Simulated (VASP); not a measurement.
HfC:

```
Hf C
1.0
     0.00000    2.32500    2.32500
     2.32500    0.00000    2.32500
     2.32500    2.32500    0.00000
Hf C
1 1
Direct
  0.50000 0.50000 0.50000
  0.00000 0.00000 0.00000
```

Base run:

* Program: VASP 6.6.1
* Functional: MS2
* Potentials or basis: VASP PAW PBE potentials, release 64 (Hf_pv, C)
* Cutoff: 520 eV
* k mesh: 10 × 10 × 10
* Occupations: fermi-dirac, width 0.05 eV
* Spin: no spin polarisation

Its results: pressure -5.8 GPa.

Question: After a change of settings the same cell gave: pressure -1.4 GPa. Which change was it?
A. functional from MS2 to revTPSS; further incar settings from ALGO = Normal; EDIFF = 1e-06; NBANDS = 14 to ALGO = Normal; EDIFF = 1e-07; NBANDS = 14
B. functional from MS2 to rSCAN; further incar settings from ALGO = Normal; EDIFF = 1e-06; NBANDS = 14 to ALGO = Normal; EDIFF = 1e-06
C. functional from MS2 to TPSS
D. functional from MS2 to r2SCAN; further incar settings from ALGO = Normal; EDIFF = 1e-06; NBANDS = 14 to ALGO = Normal; EDIFF = 1e-06

Answer: C.

Caveats: the PAW data sets were made with another functional, which shifts forces and pressure a little.

Runs at the PBE level aren't shown here.
